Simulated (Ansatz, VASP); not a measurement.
# AlNi (NiAl(110)) in two plane-wave programs

Aim: how closely do two programs agree when they are given the same cell, functional and k mesh? Of the first pair: The structure shown is the start of the Ansatz relaxation below; VASP solves that cell, so the two are compared at the walk's first step.

Calculated with Ansatz 0.2.0; plane waves, with VASP 6.6.1 beside it; LDA.

## Step 1: Starting point

The cell holds 14 atoms: 7 Ni and 7 Al. Its edges and angles: a = 2.881 Å, b = 4.074 Å, c = 28.223 Å, α = 90.0°, β = 90.0°, γ = 90.0°. Vacuum lies along c.

## Step 2: Ansatz: relaxation, LDA

Ansatz runs on its default PAW (the set named soft_2) files.

The two programs are compared at the cell with which this relaxation starts, whose forces are those of its first step.

Input file input.yaml:

```yaml
crystal:
  lattice:
    - [2.881, 0.0, 0.0]
    - [0.0, 4.0743492732, 0.0]
    - [0.0, 0.0, 28.2230478196]
  atoms:
    - { symbol: Ni, position: [0.0, 0.5, 0.2834562749] }
    - { symbol: Al, position: [0.5, 0.0, 0.2834562749] }
    - { symbol: Ni, position: [0.0, 0.0, 0.3556375166] }
    - { symbol: Al, position: [0.5, 0.5, 0.3556375166] }
    - { symbol: Ni, position: [0.0, 0.5, 0.4278187583] }
    - { symbol: Al, position: [0.5, 0.0, 0.4278187583] }
    - { symbol: Ni, position: [0.0, 0.0, 0.5] }
    - { symbol: Al, position: [0.5, 0.5, 0.5] }
    - { symbol: Ni, position: [0.0, 0.5, 0.5721812417] }
    - { symbol: Al, position: [0.5, 0.0, 0.5721812417] }
    - { symbol: Ni, position: [0.0, 0.0, 0.6443624834] }
    - { symbol: Al, position: [0.5, 0.5, 0.6443624834] }
    - { symbol: Al, position: [0.5, 0.0, 0.7165437251] }
    - { symbol: Ni, position: [0.0, 0.5, 0.7165437251] }
hamiltonian:
  xc: lda
  dispersion: none
kpoints:
  mp_grid: { grid: [12, 10, 1] }
scf:
  occupations: { method: fermi_dirac, width: 0.1 }
  convergence: { dr2_threshold: 1.0e-09 }
efield:
  axis: 3
  dipole_correction: true
relax:
  f_tol: 0.015
  max_steps: 50
  constraints: [{ sites: [6] }]
output:
  write_potential: true
  write_density: true
  volumetric_format: npy
```

Launch:

```bash
> ansatz run input.yaml --threads 2 --pin off --max-ram 4096MiB --backend cpu --events-out ev --progress --plain --runs-dir out
```

Numbers of over 12 decimals in the logs are rounded to 6 here.

The log of the run:

```text
Engine: ansatz 0.2.0, x86_64-unknown-linux-gnu
Pseudopotentials: kind: paw
Pseudopotential: Ni, paw, valence charge 18, recommended cutoff 420 eV (normal), Ni.paw.azcp
Pseudopotential: Al, paw, valence charge 3, recommended cutoff 420 eV (normal), Al.paw.azcp
Functional definition: SPW92
  exchange = slater_x
  correlation = pw_c
Crystal: 14 atoms, lattice volume = 331.288 Å³
Basis set: ecut = 420 eV, 6503 PW (Γ)
Bands: 89, of which v1, the nominal top of the filled ones, is band 74 counted from 1 (73 counted from 0)
Symmetry: 4 space group operations
k-points: 42 of 120
Non-local potential: Ni, projectors of the file, l = 0: 3, l = 1: 2, l = 2: 3, l = 3: 1
Non-local potential: Al, projectors of the file, l = 0: 2, l = 1: 2, l = 2: 1
PAW form: soft (Blöchl's): semilocal exchange-correlation on the pseudo side does not see the compensation charge
PAW frozen core: Ni, regenerated for the run's functional, and the local potential with it (the file was generated under x = pbe(κ = 0.804, μ = 0.219515), c = pbe(β = 0.066725))
PAW frozen core: Al, regenerated for the run's functional, and the local potential with it (the file was generated under x = pbe(κ = 0.804, μ = 0.219515), c = pbe(β = 0.066725))
PAW one-centre angular grid: Ni, 590 points (default); XC on 64 Gauss nodes
PAW one-centre angular grid: Al, 110 points (default); XC on 64 Gauss nodes
Initial density: superposition of atomic densities (neutral atoms: chi_scale 0, normalization atom), corrected by the library's trained network
Initial wavefunctions: pseudopotential atomic-orbital guess
Functional: x = slater, c = lda
SCF iter   1: F=—  HF=-44010.558172 eV  |F-HF|=—  |Δ(HF+E_count)|=         —  Δρ=1.05e-2  dr2=4.01e-1  ethr=1.77e-3  p=0.000 e·Å  D=2.43e-13 V/Å  ΔV_dip=-0.00 eV  dr2_dipole=5.38e-7  V_vac-E_F(+/−)=5.08/5.08 eV  ⟨swp⟩=9.4  Hψ=18040  notcnv=0  defer=63
efield: sawtooth ramp at fractional position 0.9500 (placed from the atoms, in the widest stretch of the axis that holds none; the zero of the levels goes with the place), width 0.1000; the density the first Hamiltonian is built on has a dipole p = 0.000 e·Å; the dipole correction subtracts the counter field D = 2.43e-13 V/Å, which shifts the + side's vacuum level by -0.00 eV against the − side's; the planar-averaged density in the ramp window peaks in size at 8.7e-5 e/Å³
preconditioner: auto → LDOS  [metal: Δε(μ)=0.004 eV  Ē_g=6.192 eV  σ=0.100 eV  W_gap=0.01  n_scr=72 (ndim 8)  ℏωp=19.5 eV  f_vac=0.443  D(μ)=6.80/eV (n_scr^D=38)  β→1.0]
SCF iter   2: F=—  HF=-44010.625209 eV  |F-HF|=—  |Δ(HF+E_count)|=   6.70e-2  Δρ=1.79e-2  dr2=6.28e-1  ethr=2.73e-4  p=0.000 e·Å  D=4.58e-6 V/Å  ΔV_dip=-0.00 eV  dr2_dipole=5.70e-7  V_vac-E_F(+/−)=5.17/5.17 eV  ⟨swp⟩=3.7  Hψ=8332  notcnv=0  defer=145
SCF iter   3: F=—  HF=-44010.541357 eV  |F-HF|=—  |Δ(HF+E_count)|=   8.39e-2  Δρ=4.22e-3  dr2=3.67e-2  ethr=2.73e-4  p=0.000 e·Å  D=3.01e-6 V/Å  ΔV_dip=-0.00 eV  dr2_dipole=2.93e-7  V_vac-E_F(+/−)=5.13/5.13 eV  ⟨swp⟩=2.0  Hψ=5472  notcnv=0  defer=145
SCF iter   4: F=—  HF=-44010.535285 eV  |F-HF|=—  |Δ(HF+E_count)|=   6.07e-3  Δρ=4.56e-4  dr2=8.35e-4  ethr=2.49e-5  p=-0.000 e·Å  D=-1.77e-6 V/Å  ΔV_dip=0.00 eV  dr2_dipole=6.38e-9  V_vac-E_F(+/−)=5.11/5.11 eV  ⟨swp⟩=2.3  Hψ=6287  notcnv=0  defer=145
SCF iter   5: F=—  HF=-44010.535470 eV  |F-HF|=—  |Δ(HF+E_count)|=   1.84e-4  Δρ=5.33e-4  dr2=6.30e-4  ethr=5.68e-7  p=-0.000 e·Å  D=-2.11e-7 V/Å  ΔV_dip=0.00 eV  dr2_dipole=7.08e-10  V_vac-E_F(+/−)=5.12/5.12 eV  ⟨swp⟩=2.6  Hψ=7023  notcnv=0  defer=145
SCF iter   6: F=—  HF=-44010.535455 eV  |F-HF|=—  |Δ(HF+E_count)|=   1.46e-5  Δρ=3.21e-4  dr2=2.21e-4  ethr=4.28e-7  p=-0.000 e·Å  D=-3.27e-7 V/Å  ΔV_dip=0.00 eV  dr2_dipole=1.32e-13  V_vac-E_F(+/−)=5.12/5.12 eV  ⟨swp⟩=2.1  Hψ=4749  notcnv=0  defer=145
SCF iter   7: F=—  HF=-44010.535426 eV  |F-HF|=—  |Δ(HF+E_count)|=   2.95e-5  Δρ=6.75e-5  dr2=1.04e-5  ethr=1.50e-7  p=-0.000 e·Å  D=-2.08e-7 V/Å  ΔV_dip=0.00 eV  dr2_dipole=1.39e-11  V_vac-E_F(+/−)=5.13/5.13 eV  ⟨swp⟩=2.0  Hψ=4906  notcnv=0  defer=145
SCF iter   8: F=—  HF=-44010.535561 eV  |F-HF|=—  |Δ(HF+E_count)|=   1.35e-4  Δρ=2.21e-5  dr2=1.35e-6  ethr=7.11e-9  p=-0.000 e·Å  D=-5.12e-8 V/Å  ΔV_dip=0.00 eV  dr2_dipole=5.78e-12  V_vac-E_F(+/−)=5.13/5.13 eV  ⟨swp⟩=2.7  Hψ=7083  notcnv=0  defer=143
SCF iter   9: F=—  HF=-44010.535561 eV  |F-HF|=—  |Δ(HF+E_count)|=   6.47e-7  Δρ=1.21e-5  dr2=3.46e-7  ethr=9.20e-10  p=-0.000 e·Å  D=-5.15e-8 V/Å  ΔV_dip=0.00 eV  dr2_dipole=9.64e-13  V_vac-E_F(+/−)=5.13/5.13 eV  ⟨swp⟩=2.0  Hψ=5138  notcnv=0  defer=143
SCF iter  10: F=—  HF=-44010.535561 eV  |F-HF|=—  |Δ(HF+E_count)|=   6.86e-8  Δρ=3.07e-6  dr2=2.60e-8  ethr=2.35e-10  p=-0.000 e·Å  D=-1.42e-8 V/Å  ΔV_dip=0.00 eV  dr2_dipole=4.04e-16  V_vac-E_F(+/−)=5.13/5.13 eV  ⟨swp⟩=2.2  Hψ=5082  notcnv=0  defer=143
[...]
WARN: The output density's exchange-correlation potential varies sharply where the density is thin. Do not read a vacuum level from v_tot or v_xc, or from such a field of the output density. On a cell that repeats whose density bears no net charge and no dipole along the vacuum's axis use v_es (v_loc + v_h of the components); under efield.dipole_correction with no amplitude use v_es + v_field, which holds any externa [...]
SCF converged after 9 iterations
Free energy (F): -44010.804898 eV
Harris-Foulkes:  -44010.804898 eV  (|F-HF|=4.00e-9)
Internal energy: -44010.598137 eV  (E = F + TS)
E sigma→0 (E₀):  -44010.701517 eV
Entropy (-TS):   -0.206762 eV (-14.769 meV/atom)
Fermi energy:    4.444835 eV
Dipole field:    D = -0.000000 V/Å  (p = -0.000000 e·Å, saw-weighted, corrected)
Work function:   Φ+ = 4.9731 eV   Φ− = 4.9731 eV
Levels:          The Fermi level and band energies are counted from a zero that moves with the ramp; work functions are not
--- Per-component energies (eV) ---
  E_band       = -3718.756530
  E_kinetic    = 2180.969145
  E_local      = -240389.303284  (includes V_loc(G=0)·N_el)
  E_nonlocal   = 4561.439746
  E_hartree    = 117330.431082
  E_xc         = -876.691401
  E_vxc        = -983.536038  (∫ρ·V_xc dr)
  E_paw        = -14067.606611  (= ΣΔE_a)
  E_vpaw       = -3749.192861  (= ΣTr[D̂ρ^β])
  E_aug_tail   = 0.002824  (compensation charges beyond the density's cutoff)
  E_efield     = 0.000000  (sawtooth field / dipole correction)
  E_vefield    = -0.000000  (∫n·V_field dr)
  E_ewald      = 87246.731502
  E_core_change = 3.428859  (= ΣΔE_core)
  E_smearing   = -0.206762  (= −TS)
  E_closure    = 0.000000  (closes the sum)
  Σ components = -44010.804898   (vs F -44010.804898, Δ=0.00e0)
--- Forces (eV/Å), atoms counted from 1 ---
  atom   1  Ni     0.00000000     0.00000000     0.00022006
  atom   2  Al    -0.00000000     0.00000000    -0.00034889
  atom   3  Ni     0.00000000     0.00000000     0.00016910
  atom   4  Al     0.00000000     0.00000000     0.00169400
  atom   5  Ni    -0.00000000     0.00000000    -0.00030150
  atom   6  Al    -0.00000000     0.00000000    -0.00062290
  atom   7  Ni    -0.00000000     0.00000000    -0.00000021
  atom   8  Al    -0.00000000     0.00000000    -0.00000008
  atom   9  Ni     0.00000000     0.00000000     0.00030162
  atom  10  Al     0.00000000     0.00000000     0.00062305
  atom  11  Ni    -0.00000000     0.00000000    -0.00016920
  atom  12  Al    -0.00000000     0.00000000    -0.00169407
  atom  13  Al     0.00000000     0.00000000     0.00034893
  atom  14  Ni    -0.00000000     0.00000000    -0.00021984
  max |Σ_I F_I| component: 7.53e-8 eV/Å
--- Band table (eV; the first three rows and the last of 42) ---
  k-point 0: bands = [... 70 lower, 3.1563, 3.1985, 3.7866, 4.5563, 5.5612, 6.2558, 6.5829, 6.7818, ... 11 higher]
  k-point 1: bands = [... 70 lower, 3.2853, 3.3168, 3.7303, 4.2673, 5.0148, 5.9824, 6.7191, 7.1467, ... 11 higher]
  k-point 2: bands = [... 70 lower, 3.4337, 3.4526, 3.9115, 3.9864, 4.3908, 5.0532, 6.1891, 7.4962, ... 11 higher]
  k-point 41: bands = [... 70 lower, 3.4697, 3.5016, 3.5844, 3.7315, 3.7998, 3.9073, 3.9142, 6.0260, ... 11 higher]
--- Relaxed structure (5 steps of the walk, 5 accepted, 0 SCFs on fresh bases) ---
  F+E_penalty+E_count = -44010.80489824 eV   max|allowed force component| = 1.694e-3 eV/Å
  atoms:
    - { symbol: Ni, position: [1.6373538160009042e-17, 0.500000, 0.293493] }
    - { symbol: Al, position: [0.500000, 0.0, 0.287231] }
    - { symbol: Ni, position: [7.693230861734645e-18, 0.0, 0.360353] }
    - { symbol: Al, position: [0.500000, 0.500000, 0.359555] }
    - { symbol: Ni, position: [2.6362497413395463e-18, 0.500000, 0.429435] }
    - { symbol: Al, position: [0.500000, 0.0, 0.430012] }
    - { symbol: Ni, position: [0.0, 0.0, 0.5] }
    - { symbol: Al, position: [0.500000, 0.500000, 0.500000] }
    - { symbol: Ni, position: [-2.6362536815047844e-18, 0.500000, 0.570565] }
    - { symbol: Al, position: [0.500000, 0.0, 0.569988] }
    - { symbol: Ni, position: [-7.693233314118899e-18, 0.0, 0.639647] }
    - { symbol: Al, position: [0.500000, 0.500000, 0.640445] }
    - { symbol: Al, position: [0.500000, 0.0, 0.712769] }
    - { symbol: Ni, position: [-1.6373542904535266e-17, 0.500000, 0.706507] }
```

The column dr2 measures how far the density is from self-consistency, as an energy; F and HF (Harris–Foulkes) agree once it is small.

(Part 1 of 2 ends here.)

[Lines on the potential files, build, host, timing and source positions are cut from VASP's logs without a mark.]

[Logs are printed without paths, hosts, clocks, repeated set-up lines and the standing remarks that a program may print on its own settings, such as how far it seeks lower states.]

[Hosts, paths, dates, database ids (printed as entryN), source tags and the programs' standing remarks are cut or masked in the printed files.]
